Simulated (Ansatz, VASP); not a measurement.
Ta: VASP beside Ansatz

File INCAR:

```
PREC = Accurate
ENCUT = 600
EDIFF = 1E-6
ISMEAR = -1
SIGMA = 0.08
LREAL = False
LASPH = True
NELM = 100
ALGO = Normal
ISIF = 3
LWAVE = False
LCHARG = False
GGA = PE
IBRION = 2
NSW = 60
EDIFFG = -0.005
```

The input KPOINTS:

```
Automatic mesh
0
Gamma
  18 18 18
```

POSCAR

```
Ta
1.0
   -1.6607199181      1.6607199181      1.6607199181
    1.6607199181     -1.6607199181      1.6607199181
    1.6607199181      1.6607199181     -1.6607199181
Ta
1
Direct
    0.0000000000      0.0000000000      0.0000000000
```

Input for Ansatz:

```yaml
crystal:
  lattice:
    - [-1.6607199181, 1.6607199181, 1.6607199181]
    - [1.6607199181, -1.6607199181, 1.6607199181]
    - [1.6607199181, 1.6607199181, -1.6607199181]
  atoms:
    - { symbol: Ta, position: [0.0, 0.0, 0.0] }
kpoints:
  mp_grid: { grid: [18, 18, 18] }
scf:
  occupations: { method: fermi_dirac, width: 0.08 }
hamiltonian:
  xc: pbe
  pseudopotentials: { kind: paw }
output:
  forces: true
  stress: true
relax:
  f_tol: 0.005
  max_steps: 40
  cell: {}
```

Alike in both runs: task relaxation of cell and atoms; functional PBE; k mesh 18 × 18 × 18; occupations fermi-dirac, width 0.08 eV; no spin polarisation.

|  | VASP | Ansatz |
| --- | --- | --- |
| version | VASP 6.6.1 | Ansatz 0.2.0 |
| potentials or method | VASP PAW PBE potentials, release 64 (Ta_pv) | PAW with Ansatz's default frozen-core files, scalar-relativistic |
| plane-wave cutoff (eV) | 600 | 420 |
| valence electrons in the cell | 11 | 13 |

|  | VASP | Ansatz | Ansatz less VASP |
| --- | --- | --- | --- |
| relaxed volume (Å³/atom) | 18.30 | 18.29 | -0.011 |
| relaxed cell length with the largest relative difference (Å) | 2.875 | 2.875 | -0.0006 |

The two sets of potentials don't hold the same shells in valence.

Spin-orbit coupling is left out, which matters for the levels of Ta.
